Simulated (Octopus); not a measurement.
# C (Fd-3m) in Octopus: equation of state

Aim: energy against volume of C in PBEsol, for its equilibrium volume and stiffness.

Everything below comes from runs of Octopus 16.4. Logs are shortened: lines on timing, memory, paths and dates and some standing lists are left out, and cuts for length are marked.

**Experimental background.**

“Equation of state of cubic boron nitride at high pressures and temperatures”, 2007, arxiv:cond-mat/0702656 quotes, for a bulk crystal of C: bulk modulus 444.8 ± 0.8 GPa.

The runs below are set against these values where they give the same quantity.

**1. The crystal as given**

It takes space group Fd-3m (No. 227, cubic). Conventional cell: a = 3.567 Å, b = 3.567 Å, c = 3.567 Å, α = 90.00°, β = 90.00°, γ = 90.00°. Around C (site symmetry -43m) lie 4 C at 1.54 Å.

This isn't the form of C at room conditions, which is graphite.

**2. Equation of state, PBEsol, 5.67 Å³/atom**

The input, inp:

```
CalculationMode = gs
UnitsOutput = eV_Angstrom
PeriodicDimensions = 3
ExperimentalFeatures = yes
PseudopotentialSet = pseudodojo_pbesol
%LatticeParameters
 1*angstrom | 1*angstrom | 1*angstrom
%
%LatticeVectors
 0 | 1.78337 | 1.78337
 1.78337 | 0 | 1.78337
 1.78337 | 1.78337 | 0
%
%ReducedCoordinates
 "C" | 0.75 | 0.75 | 0.75
 "C" | 0.5 | 0.5 | 0.5
%
%Spacing
 0.13274032*angstrom | 0.13274032*angstrom | 0.13274032*angstrom
%
DerivativesOrder = 8
%KPointsGrid
 13 | 13 | 13
%
KPointsUseSymmetries = yes
XCFunctional = gga_x_pbe_sol + gga_c_pbe_sol
SmearingFunction = fermi_dirac
Smearing = 0.05*eV
ExtraStates = 6
Eigensolver = chebyshev_filter
ConvRelDens = 3e-7
MaximumIter = 120
```

Potentials or basis: pseudodojo_pbesol (PseudoDojo 0.4, PBEsol).

Started as:

```bash
$ OMP_NUM_THREADS=1 octopus > out.log
```

out.log:

```text
Running octopus

[... 13 lines left out ...]

Input: [AllElectronType = no]
Input: [PseudopotentialSet = pseudodojo_pbesol]
Reading Coordinates from ReducedCoordinates block

****************************** Species *******************************
  Species 'C'
    type             : pseudopotential
    file             : 'C.upf'
    file format      : UPF2
    valence charge   : 4.0
    atomic number    :   6
    form on file     : kleinman-bylander
    lmax             : 1
    llocal           : -1
    projectors per l : 2
    total projectors : 4
    application form : kleinman-bylander
    orbitals         :  4
    bound orbitals   :  4

**********************************************************************

***************************** Symmetries *****************************
Space group No.  227
International: Fd-3m
Schoenflies: Oh^7
Info: The system has    24 symmorphic symmetries that can be used.
  Index                Rotation matrix                      Fractional translations
    1 :     1   0   0     0   1   0     0   0   1      0.000000    0.000000    0.000000
    2 :     0   1  -1     1   0  -1     0   0  -1      0.000000    0.000000    0.000000
    3 :    -1   0   0    -1   0   1    -1   1   0      0.000000    0.000000    0.000000
    4 :     0  -1   1     0  -1   0     1  -1   0      0.000000    0.000000    0.000000
    5 :     0   1   0     0   0   1     1   0   0      0.000000    0.000000    0.000000
    6 :    -1   0   1    -1   1   0    -1   0   0      0.000000    0.000000    0.000000
[... 16 lines left out ...]
   23 :     1   0   0     0   0   1     0   1   0      0.000000    0.000000    0.000000
   24 :     0  -1   1     1  -1   0     0  -1   0      0.000000    0.000000    0.000000
Info: The system also has    24 nonsymmorphic symmetries (not used for electrons).
    1 :     1   0  -1     1   0   0     1  -1   0      0.250000    0.250000    0.250000
    2 :     0   1   0     0   1  -1    -1   1   0      0.250000    0.250000    0.250000
    3 :     0  -1   0    -1   0   0     0   0  -1      0.250000    0.250000    0.250000
    4 :    -1   0   1     0  -1   1     0   0   1      0.250000    0.250000    0.250000
    5 :    -1   1   0     0   1   0     0   1  -1      0.250000    0.250000    0.250000
    6 :     0   0   1    -1   0   1     0  -1   1      0.250000    0.250000    0.250000
[... 16 lines left out ...]
   23 :     0   0   1     0  -1   1    -1   0   1      0.250000    0.250000    0.250000
   24 :     1  -1   0     1   0   0     1   0  -1      0.250000    0.250000    0.250000
**********************************************************************

Input: [CurvMethod = curv_affine]
Input: [DerivativesStencil = stencil_stargeneral]

****************************** Lattice *******************************
  Lattice Vectors [A]
    0.000000    1.783370    1.783370
    1.783370    0.000000    1.783370
    1.783370    1.783370    0.000000
  Cell volume =            11.3437 [A^3]
  Reciprocal-Lattice Vectors [A^-1]
   -1.761605    1.761605    1.761605
    1.761605   -1.761605    1.761605
    1.761605    1.761605   -1.761605
  Cell angles [degree]
    alpha =   60.000
    beta  =   60.000
    gamma =   60.000
**********************************************************************

Checking if the generated full k-point grid is symmetric

    84 k-points generated from parameters :
 ---------------------------------------------------
    n =   13   13   13

    s1  =  0.50  0.50  0.50

   index |      weight  |             coordinates              |
       1 |     0.000455 |    0.000000    0.000000    0.000000  |
       2 |     0.003641 |    0.076923    0.000000    0.000000  |
       3 |     0.002731 |    0.076923    0.076923    0.000000  |
       4 |     0.005462 |   -0.076923    0.076923    0.000000  |
       5 |     0.010924 |   -0.076923    0.076923    0.076923  |
       6 |     0.003641 |    0.153846    0.000000    0.000000  |
[... 76 lines left out ...]
      83 |     0.002731 |    0.461538    0.461538    0.000000  |
      84 |     0.005462 |   -0.461538    0.461538    0.000000  |

Input: [SmearingFunction = fermi_dirac]
Input: [SymmetrizeDensity = yes]

[... 49 lines left out ...]
    non-local part =  1.0 A
    orbitals       =  4.8 A

Input: [RelativisticCorrection = non_relativistic]
[... 10 lines left out ...]
      Block       1 contains       4 states:       1 -       4
      Block       2 contains       4 states:       5 -       8
      Block       3 contains       2 states:       9 -      10
Info: Ground-state allocation done.
Info: Could not find 'restart/gs' directory for restart.
[... 18 lines left out ...]
** Warning:
**   Cannot do LCAO for all states because there are not enough atomic orbitals.
**   Required: 10. Available: 8. 2 orbitals will be randomized.

Info: Unnormalized total charge =      7.974258
Info: Renormalized total charge =      8.000000

** Warning:
**   Symmetrization discrepancy ratio (scalar) =  2.21501E-03

Info: Setting up Hamiltonian.
Info: Performing initial LCAO calculation with      8 orbitals.
Info: Getting Hamiltonian matrix elements.

Eigenvalues [eV]
 #st  Spin   Eigenvalue      Occupation
#k =       1, k = (  0.000000,  0.000000,  0.000000)
   1   --   -15.414088       2.000000
   2   --     5.293883       2.000000
   3   --     5.293883       2.000000
   4   --     5.294438       2.000000
   5   --    11.684124       2.000000
   6   --    11.684124       2.000000
   7   --    11.685084       2.000000
   8   --    20.165048       0.000000
#k =       2, k = (  0.076923,  0.000000,  0.000000)
   1   --   -15.222897       2.000000
   2   --     4.805102       2.000000
   3   --     5.355716       2.000000
   4   --     5.356219       2.000000
   5   --    12.058617       2.000000
   6   --    12.059462       2.000000
   7   --    12.510930       2.000000
   8   --    20.523133       0.000000
[... 82 further k-points ...]
Fermi energy =    14.143174 eV
Generating random wavefunctions for states        9 and above
Orthogonalizing wavefunctions.
Info: Ground-state restart information will be written to 'restart/gs'.
Info: SCF using complex wavefunctions.
Info: Starting SCF iteration.

** Warning:
**   Symmetrization discrepancy ratio (scalar) =  1.07406E-01

*********************** SCF CYCLE ITER #    1 ************************
 etot  = -3.37720998E+02 abs_ev   =  5.31E+01 rel_ev   =  1.80E+00
 ediff =        1.24E+01 abs_dens =  1.25E+00 rel_dens =  1.57E-01
Matrix vector products: 2100
Converged eigenvectors: 0

#  State  KPoint  Eigenvalue [eV]  Occupation    Error
      1       1      -15.936059    2.000000   ( 4.4E-06)
      1       2      -15.775063    2.000000   ( 8.7E-06)
      1       3      -15.721425    2.000000   ( 5.9E-06)
      1       4      -15.507368    2.000000   ( 7.3E-06)
      1       5      -15.347068    2.000000   ( 1.7E-05)
      1       6      -15.293913    2.000000   ( 1.4E-05)
      1      10      -15.080289    2.000000   ( 1.9E-05)
      1       7      -14.921586    2.000000   ( 1.4E-05)
[... 23 lines left out ...]
     10      43       30.314720    0.000000   ( 1.4E-01)
     10      66       30.319754    0.000000   ( 1.4E-01)
     10      59       30.497702    0.000000   ( 1.1E-01)
     10      65       30.520355    0.000000   ( 1.2E-01)
     10      37       30.739680    0.000000   ( 1.3E-01)
     10       2       31.114033    0.000000   ( 1.1E-01)
     10      57       32.362834    0.000000   ( 1.7E-01)
     10       1       33.040625    0.000000   ( 9.3E-02)

Density of states:

------------------------------------------%-----------------%---------
------------------------------------------%----%------------%---------
------------------------------------------%%---%-%%---------%-%-------
----------------------%-------------------%%-%-%-%%---------%-%-------
---------------------%%%%%---------------%%%-%-%-%%---------%-%-------
------------------%-%%%%%%-------------%-%%%%%-%%%%---------%-%-------
--------------%%--%%%%%%%%%------------%%%%%%%-%%%%%%------%%%%%%%----
--------%%---%%%-%%%%%%%%%%------------%%%%%%%%%%%%%%-----%%%%%%%%----
---%%-%%%%%%%%%%%%%%%%%%%%%%%--------%%%%%%%%%%%%%%%%----%%%%%%%%%----
-%%%%%%%%%%%%%%%%%%%%%%%%%%%%--------%%%%%%%%%%%%%%%%--%%%%%%%%%%%----
                                   ^

Fermi energy =     8.552283 eV

**********************************************************************

*********************** SCF CYCLE ITER #    2 ************************
 etot  = -3.33294930E+02 abs_ev   =  3.33E+00 rel_ev   =  1.28E-01
 ediff =        1.63E-01 abs_dens =  1.12E-01 rel_dens =  1.40E-02
Matrix vector products: 2100
Converged eigenvectors: 0
[... 127 lines left out ...]
*********************** SCF CYCLE ITER #   13 ************************
 etot  = -3.26728061E+02 abs_ev   =  3.82E-05 rel_ev   =  1.81E-06
 ediff =        1.64E-06 abs_dens =  6.58E-07 rel_dens =  8.22E-08
Matrix vector products: 2100
Converged eigenvectors: 0

#  State  KPoint  Eigenvalue [eV]  Occupation    Error
      1       1      -15.166189    2.000000   ( 1.1E-07)
      1       2      -15.001910    2.000000   ( 1.1E-07)
      1       3      -14.947182    2.000000   ( 1.1E-07)
      1       4      -14.728666    2.000000   ( 1.2E-07)
      1       5      -14.565010    2.000000   ( 1.2E-07)
      1       6      -14.510664    2.000000   ( 1.2E-07)
      1      10      -14.292642    2.000000   ( 1.2E-07)
      1       7      -14.130258    2.000000   ( 1.2E-07)
[... 23 lines left out ...]
     10      62       30.469530    0.000000   ( 2.5E-02)
     10      59       30.494216    0.000000   ( 2.6E-02)
     10      54       30.494360    0.000000   ( 2.0E-02)
     10      74       30.554937    0.000000   ( 7.0E-02)
     10      37       30.721258    0.000000   ( 3.1E-02)
     10      65       30.939024    0.000000   ( 5.9E-02)
     10       2       31.036760    0.000000   ( 5.7E-02)
     10       1       33.167806    0.000000   ( 2.0E-02)

Density of states:

-------------------------------------------------------------%--------
---------------------------------------------------%--------%%--------
----------------------%-------------------%%%%---%%%--------%%-%------
----------------------%%------------------%%%%%-%%%%--------%%-%------
--------------------%-%%%%%--------------%%%%%%-%%%%--------%%-%------
--------------%-----%-%%%%%-------------%%%%%%%-%%%%-%-----%%%-%%-----
--------%-----%---%%%%%%%%%%-----------%%%%%%%%-%%%%%%-----%%%-%%%----
------%-%-%--%%%%%%%%%%%%%%%----------%%%%%%%%%%%%%%%%-----%%%%%%%----
---%-%%%%%%%%%%%%%%%%%%%%%%%%%--------%%%%%%%%%%%%%%%%---%%%%%%%%%----
-%%%%%%%%%%%%%%%%%%%%%%%%%%%%%%------%%%%%%%%%%%%%%%%%%-%%%%%%%%%%----
                                   ^

Fermi energy =     9.000809 eV

**********************************************************************

Info: SCF converged in   13 iterations

** Warning:
**   Some of the states are not fully converged!

Info: Number of matrix-vector products:      27300
Info: Finished writing information to 'restart/gs'.

Octopus emitted 17 warnings.
```

Run time: 4.6 min. Hardware: 1 thread of Intel Xeon Platinum 8375C at 2.90GHz (Ice Lake), shared host; peak memory 0.54 GiB.

What came out:

```yaml
Free_energy: -326.7281 eV
Band_gap_on_the_k_mesh: 4.05 eV, indirect (least direct gap 5.56 eV)
```

Caveat: an odd mesh through Γ misses points on the zone boundary, where band edges often lie.

**3. Equation of state, PBEsol, 5.56 Å³/atom (volume scaled by 0.98)**

Edit inp of step 2 so:

```diff
@@ -9,5 +9,5 @@
 %LatticeVectors
- 0 | 1.78337 | 1.78337
- 1.78337 | 0 | 1.78337
- 1.78337 | 1.78337 | 0
+ 0 | 1.7714007132 | 1.7714007132
+ 1.7714007132 | 0 | 1.7714007132
+ 1.7714007132 | 1.7714007132 | 0
 %
@@ -18,3 +18,3 @@
 %Spacing
- 0.13274032*angstrom | 0.13274032*angstrom | 0.13274032*angstrom
+ 0.13184942*angstrom | 0.13184942*angstrom | 0.13184942*angstrom
 %
```

Potentials or basis: pseudodojo_pbesol (PseudoDojo 0.4, PBEsol).

Started as:

```bash
$ OMP_NUM_THREADS=1 octopus > out.log
```

It took 4.8 min on 1 thread of Intel Xeon Platinum 8375C at 2.90GHz (Ice Lake), shared host; peak memory 0.54 GiB.

Results (log left out):

| Property | Result |
| --- | --- |
| Free energy | -326.7254 eV |
| Band gap on the k mesh | 4.10 eV, indirect (least direct gap 5.62 eV) |

Caveat: an odd mesh through Γ misses points on the zone boundary, where band edges often lie.

**4. Equation of state, PBEsol, 5.79 Å³/atom (volume scaled by 1.02)**

Edit inp of step 3 so:

```diff
@@ -9,5 +9,5 @@
 %LatticeVectors
- 0 | 1.7714007132 | 1.7714007132
- 1.7714007132 | 0 | 1.7714007132
- 1.7714007132 | 1.7714007132 | 0
+ 0 | 1.7951807415 | 1.7951807415
+ 1.7951807415 | 0 | 1.7951807415
+ 1.7951807415 | 1.7951807415 | 0
 %
@@ -18,3 +18,3 @@
 %Spacing
- 0.13184942*angstrom | 0.13184942*angstrom | 0.13184942*angstrom
+ 0.13361942*angstrom | 0.13361942*angstrom | 0.13361942*angstrom
 %
@@ -32 +32,6 @@
 MaximumIter = 120
+%Output
+ density | cube
+ elf | cube
+ potential | cube
+%
```

Started as:

```bash
$ OMP_NUM_THREADS=1 octopus > out.log
```

It took 4.7 min on 1 thread of Intel Xeon Platinum 8375C at 2.90GHz (Ice Lake), shared host; peak memory 0.55 GiB.

The run converged. Its results:

```
Free energy            : -326.7176 eV
Band gap on the k mesh : 4.01 eV, indirect (least direct gap 5.51 eV)
```

Caveat: an odd mesh through Γ misses points on the zone boundary, where band edges often lie.

**5. Equation of state, PBEsol, 5.44 Å³/atom (volume scaled by 0.96)**

Edit inp of step 4 so:

```diff
@@ -9,5 +9,5 @@
 %LatticeVectors
- 0 | 1.7951807415 | 1.7951807415
- 1.7951807415 | 0 | 1.7951807415
- 1.7951807415 | 1.7951807415 | 0
+ 0 | 1.7592674508 | 1.7592674508
+ 1.7592674508 | 0 | 1.7592674508
+ 1.7592674508 | 1.7592674508 | 0
 %
@@ -18,3 +18,3 @@
 %Spacing
- 0.13361942*angstrom | 0.13361942*angstrom | 0.13361942*angstrom
+ 0.13094631*angstrom | 0.13094631*angstrom | 0.13094631*angstrom
 %
```

Started as:

```bash
$ OMP_NUM_THREADS=1 octopus > out.log
```

Wall time 4.1 min (1 thread of Intel Xeon Platinum 8375C at 2.90GHz (Ice Lake), shared host); peak memory 0.55 GiB.

The run converged. Its results:

```yaml
Free_energy: -326.7094 eV
Band_gap_on_the_k_mesh: 4.15 eV, indirect (least direct gap 5.68 eV)
```

Caveat: an odd mesh through Γ misses points on the zone boundary, where band edges often lie.

**6. Equation of state, PBEsol, 5.90 Å³/atom (volume scaled by 1.04)**

Edit inp of step 5 so:

```diff
@@ -9,5 +9,5 @@
 %LatticeVectors
- 0 | 1.7592674508 | 1.7592674508
- 1.7592674508 | 0 | 1.7592674508
- 1.7592674508 | 1.7592674508 | 0
+ 0 | 1.806838086 | 1.806838086
+ 1.806838086 | 0 | 1.806838086
+ 1.806838086 | 1.806838086 | 0
 %
@@ -18,3 +18,3 @@
 %Spacing
- 0.13094631*angstrom | 0.13094631*angstrom | 0.13094631*angstrom
+ 0.13448710*angstrom | 0.13448710*angstrom | 0.13448710*angstrom
 %
```

Potentials or basis: pseudodojo_pbesol (PseudoDojo 0.4, PBEsol).

Started as:

```bash
$ OMP_NUM_THREADS=1 octopus > out.log
```

Run time: 4.3 min. Hardware: 1 thread of Intel Xeon Platinum 8375C at 2.90GHz (Ice Lake), shared host; peak memory 0.54 GiB.

Results (log left out):

```
Free energy            : -326.6942 eV
Band gap on the k mesh : 3.97 eV, indirect (least direct gap 5.45 eV)
```

Caveat: an odd mesh through Γ misses points on the zone boundary, where band edges often lie.

**7. Equation of state, PBEsol, 5.33 Å³/atom (volume scaled by 0.94)**

Edit inp of step 6 so:

```diff
@@ -9,5 +9,5 @@
 %LatticeVectors
- 0 | 1.806838086 | 1.806838086
- 1.806838086 | 0 | 1.806838086
- 1.806838086 | 1.806838086 | 0
+ 0 | 1.7469644787 | 1.7469644787
+ 1.7469644787 | 0 | 1.7469644787
+ 1.7469644787 | 1.7469644787 | 0
 %
@@ -18,3 +18,3 @@
 %Spacing
- 0.13448710*angstrom | 0.13448710*angstrom | 0.13448710*angstrom
+ 0.13003057*angstrom | 0.13003057*angstrom | 0.13003057*angstrom
 %
@@ -32,6 +32 @@
 MaximumIter = 120
-%Output
- density | cube
- elf | cube
- potential | cube
-%
```

Started as:

```bash
$ OMP_NUM_THREADS=1 octopus > out.log
```

It took 4.1 min on 1 thread of Intel Xeon Platinum 8375C at 2.90GHz (Ice Lake), shared host; peak memory 0.55 GiB.

It converged, with:

```yaml
Free_energy: -326.6779 eV
Band_gap_on_the_k_mesh: 4.20 eV, indirect (least direct gap 5.74 eV)
```

Caveat: an odd mesh through Γ misses points on the zone boundary, where band edges often lie.

**8. Equation of state, PBEsol, 6.01 Å³/atom (volume scaled by 1.06)**

Edit inp of step 7 so:

```diff
@@ -9,5 +9,5 @@
 %LatticeVectors
- 0 | 1.7469644787 | 1.7469644787
- 1.7469644787 | 0 | 1.7469644787
- 1.7469644787 | 1.7469644787 | 0
+ 0 | 1.8183469191 | 1.8183469191
+ 1.8183469191 | 0 | 1.8183469191
+ 1.8183469191 | 1.8183469191 | 0
 %
@@ -18,3 +18,3 @@
 %Spacing
- 0.13003057*angstrom | 0.13003057*angstrom | 0.13003057*angstrom
+ 0.13534373*angstrom | 0.13534373*angstrom | 0.13534373*angstrom
 %
```

Started as:

```bash
$ OMP_NUM_THREADS=1 octopus > out.log
```

Run time: 4.2 min. Hardware: 1 thread of Intel Xeon Platinum 8375C at 2.90GHz (Ice Lake), shared host; peak memory 0.54 GiB.

Results (log left out):

```
Free energy            : -326.6616 eV
Band gap on the k mesh : 3.92 eV, indirect (least direct gap 5.40 eV)
```

Caveat: an odd mesh through Γ misses points on the zone boundary, where band edges often lie.

**9. Equation of state, PBEsol**

Potentials or basis: pseudodojo_pbesol (PseudoDojo 0.4, PBEsol).

No new run: the results of the series are fitted here.

Results:

* Equilibrium volume: 5.63 Å³/atom
* Bulk modulus: 465 GPa
* Pressure derivative of the bulk modulus: 3.3 (rough: it moves with the points fitted)

Energy against volume, from the lowest point:
```
volume (Å³/atom)  energy (meV/atom)
           5.332              25.08
           5.445               9.34
           5.558               1.33
           5.672               0.00
           5.785               5.25
           5.899              16.96
           6.012              33.24
```

Caveat: the number of grid points is fixed, so the spacing changes with the cell, which shifts volumes and moduli.

**10. How close it comes**

Step 9. Measured bulk modulus of C: 444.8 GPa (quoted in “Equation of state of cubic boron nitride at high pressures and temperatures”, 2007, arxiv:cond-mat/0702656). This calculation gives 465 GPa (+4.4 %). 3 values of this kind are on record (442 to 444.8 GPa); this one was drawn at random among those near their median, those with a stated uncertainty first. The fit is for a static lattice scaled at fixed shape and fixed fractional positions. The cell as given is a measured one (5.67 Å³/atom); PBEsol puts the equilibrium volume -0.7 % from it, thermal expansion not counted.
